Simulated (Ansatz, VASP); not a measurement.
# Two plane-wave programs on HfH

```
Hf H
1.0
     3.38400    0.00000    0.00000
    -1.69200    2.93063    0.00000
     0.00000    0.00000    5.57544
Hf H
2 2
Direct
  0.33333 0.66667 0.75000
  0.66667 0.33333 0.25000
  0.00000 0.00000 0.00000
  0.00000 0.00000 0.50000
```

Alike in both runs: task relaxation of cell and atoms; functional PBE; k mesh 6 × 6 × 4; occupations gaussian, width 0.1 eV; no spin polarisation.

|  | VASP | Ansatz |
| --- | --- | --- |
| version | VASP 6.6.1 | Ansatz 0.2.0 |
| potentials or method | VASP PAW PBE potentials, release 64 (Hf_pv, H) | scalar-relativistic, plane waves, PAW |
| plane-wave cutoff (eV) | 600 | 420 |
| valence electrons in the cell | 22 | 54 |

|  | VASP | Ansatz | Ansatz less VASP |
| --- | --- | --- | --- |
| gap on the k mesh at the Fermi level, each at its own relaxed structure (eV) | none | none | - |
| relaxed volume (Å³/atom) | 11.79 | 11.84 | +0.047 |
| relaxed cell length with the largest relative difference (Å) | 5.292 | 5.321 | +0.0285 |
| energy change over the relaxation (meV/atom) | -117 | -109 | +7.1 |

A gap of «none» marks a metal or a gap that the smearing closes. The two sets of potentials don't hold the same shells in valence.

The runs have no spin-orbit coupling, so splittings on Hf are missing.
